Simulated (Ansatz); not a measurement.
# Ge: a trial structure relaxed, part 2 of 2

Aim: relax a trial structure of Ge and see where it ends.

Ansatz 0.2.0; DFT PBE, scalar-relativistic, plane waves, PAW. Earlier steps stand in the parts before.

### Step 4. Relaxation on the finer mesh

The end of the coarse run is made exact in the group found at a tolerance of 0.06 Å and reduced to its primitive cell.

input.yaml reads:

```yaml
crystal:
  lattice:
    - [4.1547668497, 0.0, 0.0]
    - [0.0, 4.1547668497, 0.0]
    - [0.0, 0.0, 4.7927285864]
  atoms:
    - { symbol: Ge, position: [0.0, 0.0, 0.5] }
    - { symbol: Ge, position: [0.5, 0.5, 0.5] }
    - { symbol: Ge, position: [0.0, 0.5, 0.8813600675] }
    - { symbol: Ge, position: [0.5, 0.0, 0.1186399325] }
basis:
  ecutwfc: 420
kpoints:
  mp_grid: { grid: [12, 12, 10] }
hamiltonian:
  xc: pbe
scf:
  occupations: { method: gaussian, width: 0.1 }
output:
  forces: true
  stress: true
  eigenvalues: true
  write_density: true
  write_potential: true
  elf: true
  volumetric_format: npy
relax:
  adjacent_minimum: "off"
  f_tol: 0.01
  max_steps: 80
  cell: { stress_tol: 0.05 }
```

On the command line:

```bash
> ansatz run input.yaml --threads 1 --pin off --max-ram 2560MiB --backend cpu --events-out ev --progress --plain --runs-dir out
```

The program printed:

```text
Warning: RAYON_NUM_THREADS=1 ignored (pool sized by the plan → 1); use --threads N
[... 8 set-up lines as earlier in the session ...]
Crystal: 4 atoms, lattice volume = 82.733 Å³
Basis set: ecut = 420 eV, 1633 PW (Γ), exchange–correlation on 60×60×72 points (8 copies of the dense FFT grid, shifted against one another)
Bands: 34, of which v1, the nominal top of the filled ones, is band 28 counted from 1 (27 counted from 0)
[... 2 set-up lines as earlier in the session ...]
k-points: 168 of 1440
[... 6 set-up lines as earlier in the session ...]
SCF iter   1: F=—  HF=-17178.687978 eV  |F-HF|=—  |Δ(HF+E_count)|=         —  Δρ=1.73e-3  dr2=4.68e-3  ethr=1.77e-3  ⟨swp⟩=5.8  Hψ=21609  notcnv=0
preconditioner: auto → Kerker (q_TF=auto, 2.556 Å⁻¹)  [metal: Δε(μ)=0.016 eV  Ē_g=22.023 eV  σ=0.100 eV  W_gap=0.09  n_scr=26 (ndim 8)  ℏωp=30.6 eV  f_vac=0.000  D(μ)=1.41/eV (n_scr^D=6)]
SCF iter   2: F=—  HF=-17178.686562 eV  |F-HF|=—  |Δ(HF+E_count)|=   1.42e-3  Δρ=1.04e-3  dr2=1.69e-3  ethr=8.36e-6  ⟨swp⟩=2.2  Hψ=11207  notcnv=0  defer=1
SCF iter   3: F=—  HF=-17178.686723 eV  |F-HF|=—  |Δ(HF+E_count)|=   1.61e-4  Δρ=5.23e-4  dr2=2.13e-4  ethr=3.01e-6  ⟨swp⟩=2.0  Hψ=10042  notcnv=0  defer=1
SCF iter   4: F=—  HF=-17178.686546 eV  |F-HF|=—  |Δ(HF+E_count)|=   1.77e-4  Δρ=1.80e-4  dr2=2.18e-5  ethr=3.80e-7  ⟨swp⟩=2.0  Hψ=10206  notcnv=0  defer=1
SCF iter   5: F=—  HF=-17178.686584 eV  |F-HF|=—  |Δ(HF+E_count)|=   3.74e-5  Δρ=6.46e-5  dr2=2.29e-6  ethr=3.89e-8  ⟨swp⟩=2.0  Hψ=10210  notcnv=0  defer=1
SCF iter   6: F=—  HF=-17178.686583 eV  |F-HF|=—  |Δ(HF+E_count)|=   9.45e-7  Δρ=1.81e-5  dr2=2.92e-7  ethr=4.09e-9  ⟨swp⟩=2.0  Hψ=10159  notcnv=0  defer=1
SCF iter   7: F=-17178.686583 eV  HF=-17178.686583 eV  |F-HF|=1.18e-7  |Δ(HF+E_count)|=   7.66e-8  Δρ=1.23e-5  dr2=7.68e-8  ethr=1.79e-10  ⟨swp⟩=9.9  Hψ=37424  notcnv=0
SCF 1 converged in 7 iterations: F = -17178.686583 eV  dr2 = 7.68e-8
relax step   1: F+E_penalty+E_count = -17178.68658252 eV  Δ(F+E_penalty+E_count) = +0.000e0 eV  max|allowed force component| = 3.047e-2 eV/Å  Δτ_max = 0.0000 Å  P = -0.370 GPa  Ω = 82.733 Å³  (7 SCF iters, dr2 threshold 1.00e-7 eV, accepted)
Crystal: 4 atoms, lattice volume = 81.602 Å³
Basis set: ecut = 420 eV, 1607 PW (Γ), exchange–correlation on 60×60×72 points (8 copies of the dense FFT grid, shifted against one another)
[... 2 set-up lines as earlier in the session ...]
iter 1 solved again at ethr=5.37e-7 eV; its pass at ethr=3.10e-3 eV (dr2=3.01e-4 eV) is discarded
SCF iter   1: F=—  HF=-17178.690609 eV  |F-HF|=—  |Δ(HF+E_count)|=         —  Δρ=6.08e-4  dr2=2.85e-4  ethr=5.37e-7  ⟨swp⟩=2.1  Hψ=29731  notcnv=0
preconditioner: auto → Kerker (q_TF=auto, 2.562 Å⁻¹)  [metal: Δε(μ)=0.016 eV  Ē_g=22.043 eV  σ=0.100 eV  W_gap=0.09  n_scr=26 (ndim 8)  ℏωp=30.8 eV  f_vac=0.000  D(μ)=1.38/eV (n_scr^D=6)]
SCF iter   2: F=—  HF=-17178.690612 eV  |F-HF|=—  |Δ(HF+E_count)|=   2.78e-6  Δρ=3.81e-4  dr2=1.20e-4  ethr=5.09e-7  ⟨swp⟩=1.0  Hψ=5712  notcnv=0
SCF iter   3: F=—  HF=-17178.690599 eV  |F-HF|=—  |Δ(HF+E_count)|=   1.30e-5  Δρ=6.47e-5  dr2=3.12e-6  ethr=2.15e-7  ⟨swp⟩=2.1  Hψ=6946  notcnv=0
SCF iter   4: F=—  HF=-17178.690598 eV  |F-HF|=—  |Δ(HF+E_count)|=   1.46e-6  Δρ=3.16e-5  dr2=7.23e-7  ethr=7.14e-10  ⟨swp⟩=9.0  Hψ=47417  notcnv=0
SCF iter   5: F=-17178.690598 eV  HF=-17178.690598 eV  |F-HF|=5.17e-10  |Δ(HF+E_count)|=   2.35e-7  Δρ=6.79e-6  dr2=5.80e-8  ethr=7.14e-10  ⟨swp⟩=8.4  Hψ=33596  notcnv=0
SCF 2 converged in 5 iterations: F = -17178.690598 eV  dr2 = 5.80e-8
relax step   2: F+E_penalty+E_count = -17178.69059788 eV  Δ(F+E_penalty+E_count) = -4.015e-3 eV  max|allowed force component| = 1.278e-2 eV/Å  Δτ_max = 0.0136 Å  P = +0.247 GPa  Ω = 81.602 Å³  energy of the carried Pulay correction = +2.212e-4 eV  (5 SCF iters, dr2 threshold 4.00e-7 eV, accepted)
Crystal: 4 atoms, lattice volume = 80.077 Å³
Basis set: ecut = 420 eV, 1563 PW (Γ), exchange–correlation on 60×60×72 points (8 copies of the dense FFT grid, shifted against one another)
iter 1 solved again at ethr=5.06e-6 eV; its pass at ethr=3.10e-3 eV (dr2=2.83e-3 eV) is discarded
SCF iter   1: F=—  HF=-17178.698966 eV  |F-HF|=—  |Δ(HF+E_count)|=         —  Δρ=1.77e-3  dr2=2.86e-3  ethr=5.06e-6  ⟨swp⟩=2.6  Hψ=30221  notcnv=0
preconditioner: auto → Kerker (q_TF=auto, 2.570 Å⁻¹)  [metal: Δε(μ)=0.001 eV  Ē_g=22.089 eV  σ=0.100 eV  W_gap=0.01  n_scr=26 (ndim 8)  ℏωp=31.1 eV  f_vac=0.000  D(μ)=1.57/eV (n_scr^D=6)]
SCF iter   2: F=—  HF=-17178.698841 eV  |F-HF|=—  |Δ(HF+E_count)|=   1.25e-4  Δρ=1.15e-3  dr2=1.24e-3  ethr=5.06e-6  ⟨swp⟩=1.0  Hψ=5712  notcnv=0
SCF iter   3: F=—  HF=-17178.698775 eV  |F-HF|=—  |Δ(HF+E_count)|=   6.59e-5  Δρ=2.15e-4  dr2=3.41e-5  ethr=2.21e-6  ⟨swp⟩=2.1  Hψ=6971  notcnv=0
SCF iter   4: F=—  HF=-17178.698826 eV  |F-HF|=—  |Δ(HF+E_count)|=   5.05e-5  Δρ=1.08e-4  dr2=1.25e-5  ethr=6.09e-8  ⟨swp⟩=2.0  Hψ=10403  notcnv=0
SCF iter   5: F=—  HF=-17178.698828 eV  |F-HF|=—  |Δ(HF+E_count)|=   2.60e-6  Δρ=2.78e-5  dr2=1.07e-6  ethr=2.24e-8  ⟨swp⟩=2.0  Hψ=6836  notcnv=0
SCF iter   6: F=-17178.698828 eV  HF=-17178.698828 eV  |F-HF|=1.20e-7  |Δ(HF+E_count)|=   1.20e-7  Δρ=9.13e-6  dr2=7.35e-8  ethr=7.14e-10  ⟨swp⟩=8.9  Hψ=37733  notcnv=0
SCF 3 converged in 6 iterations: F = -17178.698828 eV  dr2 = 7.35e-8
relax step   3: F+E_penalty+E_count = -17178.69882816 eV  Δ(F+E_penalty+E_count) = -8.230e-3 eV  max|allowed force component| = 4.031e-2 eV/Å  Δτ_max = 0.0193 Å  P = +0.995 GPa  Ω = 80.077 Å³  energy of the carried Pulay correction = +5.241e-4 eV  (6 SCF iters, dr2 threshold 4.00e-7 eV, accepted)
[... 10 lines left out ...]
relax step   4: F+E_penalty+E_count = -17178.70379013 eV  Δ(F+E_penalty+E_count) = -4.962e-3 eV  max|allowed force component| = 5.593e-2 eV/Å  Δτ_max = 0.0078 Å  P = +0.650 GPa  Ω = 80.202 Å³  energy of the carried Pulay correction = +4.991e-4 eV  (5 SCF iters, dr2 threshold 4.00e-7 eV, accepted)
[... 11 lines left out ...]
relax step   5: F+E_penalty+E_count = -17178.70283403 eV  Δ(F+E_penalty+E_count) = +9.561e-4 eV  max|allowed force component| = 7.558e-2 eV/Å  Δτ_max = 0.0614 Å  P = -0.213 GPa  Ω = 80.578 Å³  energy of the carried Pulay correction = +4.239e-4 eV  (6 SCF iters, dr2 threshold 4.00e-7 eV, rejected (line search))
[... 13 lines left out ...]
relax step   6: F+E_penalty+E_count = -17178.70559937 eV  Δ(F+E_penalty+E_count) = -1.809e-3 eV  max|allowed force component| = 1.889e-3 eV/Å  Δτ_max = 0.0129 Å  P = -0.115 GPa  Ω = 81.023 Å³  energy of the carried Pulay correction = +3.354e-4 eV  (9 SCF iters, accepted)
[... 9 lines left out ...]
relax step   7: F+E_penalty+E_count = -17178.70572140 eV  Δ(F+E_penalty+E_count) = -1.220e-4 eV  max|allowed force component| = 1.079e-4 eV/Å  Δτ_max = 0.0039 Å  P = +0.004 GPa  Ω = 80.805 Å³  energy of the carried Pulay correction = +3.788e-4 eV  (5 SCF iters, dr2 threshold 4.45e-8 eV, accepted)
Basis set: ecut = 420 eV, 1607 PW (Γ), exchange–correlation on 60×60×60 points (8 copies of the dense FFT grid, shifted against one another)
[... 1 set-up line as earlier in the session ...]
iter 1 solved again at ethr=8.95e-8 eV; its pass at ethr=3.10e-3 eV (dr2=5.01e-5 eV) is discarded
SCF iter   1: F=—  HF=-17178.696076 eV  |F-HF|=—  |Δ(HF+E_count)|=         —  Δρ=1.34e-3  dr2=3.14e-5  ethr=8.95e-8  ⟨swp⟩=2.8  Hψ=32955  notcnv=0
preconditioner: auto → Kerker (q_TF=auto, 2.567 Å⁻¹)  [metal: Δε(μ)=0.023 eV  Ē_g=22.055 eV  σ=0.100 eV  W_gap=0.13  n_scr=26 (ndim 8)  ℏωp=30.9 eV  f_vac=0.000  D(μ)=1.62/eV (n_scr^D=6)]
SCF iter   2: F=—  HF=-17178.703166 eV  |F-HF|=—  |Δ(HF+E_count)|=   7.09e-3  Δρ=6.80e-4  dr2=8.03e-6  ethr=5.61e-8  ⟨swp⟩=2.0  Hψ=7070  notcnv=0
SCF iter   3: F=—  HF=-17178.705435 eV  |F-HF|=—  |Δ(HF+E_count)|=   2.27e-3  Δρ=4.24e-5  dr2=7.98e-8  ethr=1.43e-8  ⟨swp⟩=2.0  Hψ=7103  notcnv=0
SCF iter   4: F=—  HF=-17178.705443 eV  |F-HF|=—  |Δ(HF+E_count)|=   7.37e-6  Δρ=5.74e-6  dr2=3.35e-8  ethr=1.42e-10  ⟨swp⟩=2.0  Hψ=10425  notcnv=0
SCF iter   5: F=—  HF=-17178.705443 eV  |F-HF|=—  |Δ(HF+E_count)|=   1.27e-8  Δρ=2.58e-6  dr2=8.55e-9  ethr=5.98e-11  ⟨swp⟩=2.0  Hψ=10210  notcnv=0
SCF iter   6: F=—  HF=-17178.705443 eV  |F-HF|=—  |Δ(HF+E_count)|=  1.56e-10  Δρ=9.82e-7  dr2=1.07e-9  ethr=1.53e-11  ⟨swp⟩=2.8  Hψ=9230  notcnv=0
SCF iter   7: F=-17178.705443 eV  HF=-17178.705443 eV  |F-HF|=3.64e-12  |Δ(HF+E_count)|=  1.38e-10  Δρ=1.87e-7  dr2=3.34e-11  ethr=1.00e-12  ⟨swp⟩=4.0  Hψ=24007  notcnv=0
SCF 8 converged in 7 iterations: F = -17178.705443 eV  dr2 = 3.34e-11
relax step   8: F+E_penalty+E_count = -17178.70544253 eV  Δ(F+E_penalty+E_count) = +2.789e-4 eV  max|allowed force component| = 2.374e-4 eV/Å  Δτ_max = 0.0000 Å  P = +0.010 GPa  Ω = 80.805 Å³  stress off target by 1.13e-2 GPa  SCF on the basis re-selected at this cell (its energy is not comparable with the rows above)  (7 SCF iters)
basis re-selected at this cell: Δ(F+E_penalty+E_count) = +2.789e-4 eV, ΔP = +0.006 GPa vs the last step (what re-selecting the basis moved, of the pressure what is left beyond the Pulay correction that the steps carried, after the strain that the cell walked since its last selection, with what the two solves' SCF thresholds leave and, on support functions, any second-order correction that the steps lacked; it is no measure of the basis error at this ecutwfc). The dense FFT grid was sized anew with the basis: this SCF ran on 30×30×30 points, the steps before it on 30×30×36, so part of this shift can come from that change (see relax.cell in the input reference). This SCF's stress stands 1.13e-2 GPa from its target on what of the cell is left free (relax.cell.stress_tol is 5.00e-2 GPa) and its largest allowed force component is 2.37e-4 eV/Å (relax.f_tol is 1.00e-2 eV/Å): within both
SCF converged after 7 iterations
Free energy (F): -17178.705443 eV
Harris-Foulkes:  -17178.705443 eV  (|F-HF|=3.64e-12)
Internal energy: -17178.697335 eV  (E = F + TS)
E sigma→0 (E₀):  -17178.701389 eV
Entropy (-TS):   -0.008107 eV (-2.027 meV/atom)
Fermi energy:    9.993474 eV
--- Per-component energies (eV) ---
  E_band       = -506.675949
  E_kinetic    = 439.740343
  E_local      = -8867.492558  (includes V_loc(G=0)·N_el)
  E_nonlocal   = 1661.018575
  E_hartree    = 3871.612902
  E_xc         = -301.591402
  E_vxc        = -256.999786  (∫ρ·V_xc dr)
  E_paw        = -8065.604280  (= ΣΔE_a)
  E_vpaw       = -1226.169711  (= ΣTr[D̂ρ^β])
  E_aug_tail   = 0.001221  (compensation charges beyond the density's cutoff)
  E_ewald      = -5916.382135
  E_smearing   = -0.008107  (= −TS)
  E_closure    = 0.000000  (closes the sum)
  Σ components = -17178.705443   (vs F -17178.705443, Δ=0.00e0)
--- Forces (eV/Å), atoms counted from 1 ---
  atom   1  Ge     0.00000000     0.00000000    -0.00000000
  atom   2  Ge    -0.00000000     0.00000000     0.00000000
  atom   3  Ge     0.00000000     0.00000000    -0.00023741
  atom   4  Ge    -0.00000000     0.00000000     0.00023741
  max |Σ_I F_I| component: 0.00e0 eV/Å
--- Stress (GPa, compression-positive) ---
        0.011313      -0.000000      -0.000000
       -0.000000       0.011313      -0.000000
       -0.000000      -0.000000       0.008083
  P = ⅓ Tr σ = 0.0102 GPa (0.102 kbar)
--- Band table (eV; the first three rows and the last of 168) ---
  k-point 0: bands = ["-14.7364", "-14.7125", "-14.7098", "-14.7098", "-14.6877", "-14.6687", "-14.6687", "-14.6513", "-14.6482", "-14.6036", "-14.5291", "-14.5108", "-14.4926", "-14.4864", "-14.4856", "-14.4839", "-14.4839", "-14.4732", "-14.4674", "-14.4674", "-2.7353", "3.2485", "4.4422", "4.5325", "6.0550", "6.0550", "7.6891", "11.9405", "11.9405", "12.4011", "12.4564", "13.0424", "13.0424", "14.2736"]
  k-point 1: bands = ["-14.7361", "-14.7120", "-14.7086", "-14.7086", "-14.6873", "-14.6680", "-14.6680", "-14.6518", "-14.6467", "-14.6036", "-14.5299", "-14.5114", "-14.4930", "-14.4866", "-14.4853", "-14.4847", "-14.4847", "-14.4727", "-14.4689", "-14.4689", "-2.6654", "2.7382", "4.4724", "4.8024", "6.1299", "6.1299", "8.0825", "11.5647", "11.5647", "11.9521", "12.0740", "13.1249", "13.1249", "14.7352"]
  k-point 2: bands = ["-14.7353", "-14.7108", "-14.7053", "-14.7053", "-14.6863", "-14.6663", "-14.6663", "-14.6523", "-14.6434", "-14.6036", "-14.5319", "-14.5131", "-14.4942", "-14.4873", "-14.4868", "-14.4868", "-14.4849", "-14.4728", "-14.4728", "-14.4715", "-2.4581", "1.8222", "4.5549", "5.1533", "6.3517", "6.3517", "9.0661", "10.7446", "10.7446", "11.1334", "11.4027", "13.3536", "13.3536", "15.3877"]
  k-point 167: bands = ["-14.6972", "-14.6972", "-14.6892", "-14.6892", "-14.6849", "-14.6849", "-14.6684", "-14.6684", "-14.6288", "-14.6288", "-14.5132", "-14.5132", "-14.5027", "-14.5027", "-14.4853", "-14.4853", "-14.4835", "-14.4835", "-14.4824", "-14.4824", "1.9108", "1.9108", "1.9306", "1.9306", "5.2472", "5.2472", "5.3512", "5.3512", "16.4427", "16.4427", "16.4589", "16.4589", "16.5634", "16.5634"]
--- Relaxed structure (7 steps of the walk, 6 accepted, 1 SCFs on fresh bases) ---
  F+E_penalty+E_count = -17178.70544253 eV   max|allowed force component| = 2.374e-4 eV/Å   (the final SCF, on the basis selected at the relaxed cell)
  cell:  # Å, volume = 80.8047 Å³
    - [4.277598917709927, 3.95968713130227e-34, 0.0]
    - [3.95968713130227e-34, 4.277598917709927, 0.0]
    - [0.0, 0.0, 4.41607794308041]
  atoms:
    - { symbol: Ge, position: [-2.0280183729930747e-35, -2.3199986967833724e-35, 0.5] }
    - { symbol: Ge, position: [0.49999999999999994, 0.49999999999999994, 0.5] }
    - { symbol: Ge, position: [2.028018372993074e-35, 0.49999999999999994, 0.8933451171203981] }
    - { symbol: Ge, position: [0.49999999999999994, 6.790240088146534e-38, 0.10665488287960184] }
```

Wall time 1.9 min (1 thread of Intel Xeon 6975P-C (Granite Rapids), shared host); peak memory 0.67 GiB.

Step by step:

| step | E - E(step 1) (eV/cell) | largest force component (eV/Å) | pressure (GPa) | volume (Å³) |
| --- | --- | --- | --- | --- |
| 1 | 0.0000 | 0.0305 | -0.37 | 82.73 |
| 2 | -0.0040 | 0.0128 | 0.25 | 81.60 |
| 3 | -0.0122 | 0.0403 | 0.99 | 80.08 |
| 4 | -0.0172 | 0.0559 | 0.65 | 80.20 |
| 5 | -0.0163 | 0.0756 | -0.21 | 80.58 |
| 6 | -0.0190 | 0.0019 | -0.11 | 81.02 |
| 7 | -0.0191 | 0.0001 | 0.00 | 80.80 |
| 8 | -0.0189 | 0.0002 | 0.01 | 80.80 |

Step 1 is the start. Step 8 repeats the geometry before it on a plane-wave basis chosen anew for that cell, so its energy need not be comparable with the rows above. Step 5 was tried and not accepted.

|  | before | after | change |
| --- | --- | --- | --- |
| a (Å) | 4.155 | 4.278 | +3.0 % |
| b (Å) | 4.155 | 4.278 | +3.0 % |
| c (Å) | 4.793 | 4.416 | -7.9 % |
| volume (Å³/atom) | 20.68 | 20.20 | -2.3 % |
| shortest distance (Å) | 2.767 | 2.755 | -0.4 % |
| space group (0.01 Å) | P4/nmm | P4/nmm | same |

Forces and stress were held to the start's 16 operations: a distortion of lower symmetry was not tested.

Density in a lattice plane of the grid's cell (edges 4.28 and 4.42 Å, at 0.000 of the third edge), which holds Ge.

Values in e/Å³, 12 rows by 12 columns:
```
 0.05  0.07  0.09  0.15  0.29  0.51  0.71  0.51  0.29  0.15  0.09  0.07
 0.10  0.11  0.10  0.11  0.14  0.20  0.24  0.20  0.14  0.11  0.10  0.11
 0.26  0.24  0.16  0.11  0.09  0.09  0.11  0.09  0.09  0.11  0.16  0.24
 1.09  0.72  0.34  0.16  0.09  0.07  0.07  0.07  0.09  0.16  0.34  0.72
14.97  4.86  0.79  0.25  0.12  0.08  0.07  0.08  0.12  0.25  0.79  4.86
50.69 13.66  1.28  0.32  0.16  0.11  0.12  0.11  0.16  0.32  1.28 13.66
14.97  4.86  0.83  0.32  0.20  0.17  0.16  0.17  0.20  0.32  0.83  4.86
 1.09  0.74  0.41  0.29  0.28  0.32  0.36  0.32  0.28  0.29  0.41  0.74
 0.26  0.26  0.25  0.29  0.47  1.15  2.17  1.15  0.47  0.29  0.25  0.26
 0.10  0.13  0.18  0.32  0.99  7.58 25.48  7.58  0.99  0.32  0.18  0.13
 0.05  0.09  0.14  0.31  1.26 13.31 49.22 13.31  1.26  0.31  0.14  0.09
 0.03  0.06  0.11  0.24  0.63  2.40  5.73  2.40  0.63  0.24  0.11  0.06
```
Columns run along the first of these edges and rows up along the second, over one cell in 12 and 12 even steps from the bottom left corner. Atoms in the plane (fractional): Ge at (1.00, 0.50), Ge at (0.50, 0.11).

ELF in the same plane.

Values, 12 rows by 12 columns:
```
0.09 0.11 0.17 0.38 0.52 0.50 0.50 0.50 0.52 0.38 0.17 0.11
0.29 0.25 0.18 0.20 0.38 0.54 0.59 0.54 0.38 0.20 0.18 0.25
0.43 0.43 0.35 0.20 0.16 0.21 0.26 0.21 0.16 0.20 0.35 0.43
0.34 0.39 0.40 0.32 0.15 0.09 0.08 0.09 0.15 0.32 0.40 0.39
0.07 0.16 0.37 0.38 0.24 0.10 0.08 0.10 0.24 0.38 0.37 0.16
0.23 0.05 0.33 0.42 0.33 0.17 0.14 0.17 0.33 0.42 0.33 0.05
0.07 0.16 0.40 0.48 0.40 0.29 0.27 0.29 0.40 0.48 0.40 0.16
0.34 0.41 0.48 0.53 0.44 0.35 0.32 0.35 0.44 0.53 0.48 0.41
0.43 0.47 0.51 0.50 0.40 0.31 0.23 0.31 0.40 0.50 0.51 0.47
0.29 0.31 0.40 0.44 0.36 0.09 0.02 0.09 0.36 0.44 0.40 0.31
0.09 0.15 0.32 0.44 0.35 0.06 0.20 0.06 0.35 0.44 0.32 0.15
0.05 0.09 0.25 0.46 0.45 0.27 0.15 0.27 0.45 0.46 0.25 0.09
```
Columns run along the first of these edges and rows up along the second, over one cell in 12 and 12 even steps from the bottom left corner. Atoms in the plane (fractional): Ge at (1.00, 0.50), Ge at (0.50, 0.11).

Both are smooth fields of the valence electrons: close to the nuclei they are not physical.

The highest ELF values outside the cores: 0.60 beside Ge, off the lines to its neighbours, 1.2 Å from Ge; 0.55 on the Ge–Ge line, 1.3 Å from Ge.

### Step 5. Changing settings: pseudopotentials.kind paw, pseudopotentials.source jth, occupations.method methfessel_paxton, occupations.width 0.15, lower_state_search off

input.yaml reads:

```yaml
crystal:
  lattice:
    - [4.2775989177, 0.0, 0.0]
    - [0.0, 4.2775989177, 0.0]
    - [0.0, 0.0, 4.4160779431]
  atoms:
    - { symbol: Ge, position: [0.0, 0.0, 0.5] }
    - { symbol: Ge, position: [0.5, 0.5, 0.5] }
    - { symbol: Ge, position: [0.0, 0.5, 0.8933451171] }
    - { symbol: Ge, position: [0.5, 0.0, 0.1066548829] }
basis:
  ecutwfc: 420
kpoints:
  mp_grid: { grid: [12, 12, 10] }
hamiltonian:
  xc: pbe
  pseudopotentials: { kind: paw, source: jth }
scf:
  occupations: { method: methfessel_paxton, width: 0.15 }
  lower_state_search: "off"
output:
  forces: true
  eigenvalues: true
  stress: true
```

On the command line:

```bash
> ansatz run input.yaml --threads 1 --pin off --max-ram 2560MiB --backend cpu --events-out ev --progress --plain --runs-dir out
```

The program printed, cut to the lines that bear on the results:

```text
Warning: basis.ecutwfc = 420 eV is below the records' recommended 1080 eV, and the density's cutoff is lower with it unless basis.ecutrho_ratio is high enough to keep the records' density cutoff: compare with a run at a higher cutoff
Warning: <dir> the checks of this Ge dataset prove no rule for summing its radial tables, as where they were carried onto another mesh than they were made on, and Gregory's rule is taken, under which a leading mesh point left out moves its sums only by what lay on the interval it spanned. [...]
Warning: RAYON_NUM_THREADS=1 ignored (pool sized by the plan → 1); use --threads N
[...]
[... 1 set-up line as earlier in the session ...]
[...]
Free energy (F): -17171.105274 eV
[...]
E sigma→0 (E₀):  -17171.105126 eV
Entropy (-TS):   -0.000594 eV (-0.149 meV/atom)
Fermi energy:    12.211913 eV
[...]
--- Forces (eV/Å), atoms counted from 1 ---
  atom   1  Ge     0.00000000     0.00000000     0.00000000
  atom   2  Ge    -0.00000000     0.00000000    -0.00000000
  atom   3  Ge     0.00000000     0.00000000     0.01523227
  atom   4  Ge    -0.00000000     0.00000000    -0.01523227
[...]
--- Stress (GPa, compression-positive) ---
        0.367375      -0.000000      -0.000000
       -0.000000       0.367375      -0.000000
       -0.000000      -0.000000       0.320763
  P = ⅓ Tr σ = 0.3518 GPa (3.518 kbar)
--- Band table (eV; the first three rows and the last of 168) ---
[...]
```

Run time: 10 s. Hardware: 1 thread of Intel Xeon 6975P-C (Granite Rapids), shared host; peak memory 0.59 GiB.

| run | ending | energy change | pressure (GPa) | gap (eV) | force (eV/Å) | cycles | time |
| --- | --- | --- | --- | --- | --- | --- | --- |
| step 4 | converged | - | 0.0 | 0.00 | 0.00 | - | 1.9 min |
| variant | converged | not comparable | 0.4 | 0.00 | 0.02 | 8 | 10 s |

After a change of potentials the difference of the totals has no physical meaning; the pressure goes from 0.0 to 0.4 GPa. The smearing and search for lower states changed too. The cutoff is far under what these potentials recommend, so these values carry a basis error that can be large.

### Step 6. What came out

This closing draws on all 2 parts. Changes of volume or cell count from the first structure of part 1.

```
                              quantity                                                                      value
symmetry at the end (tolerance 0.05 Å)                                               space group P4/nmm (No. 129)
                     conventional cell  a = 4.278 Å, b = 4.278 Å, c = 4.416 Å, α = 90.00°, β = 90.00°, γ = 90.00°
                                volume                                                              20.20 Å³/atom
        energy over the standard state                                                              +0.31 eV/atom
                       gap on the mesh                                                               none (metal)
```

What this shows: The space group P4/nmm (No. 129) is kept, and the volume per atom shrinks by 7.5 % from the first guess. It lies above the element's standard state, so it is metastable at best. No finished test with a distortion of lower symmetry is shown, so the end may be a saddle point.
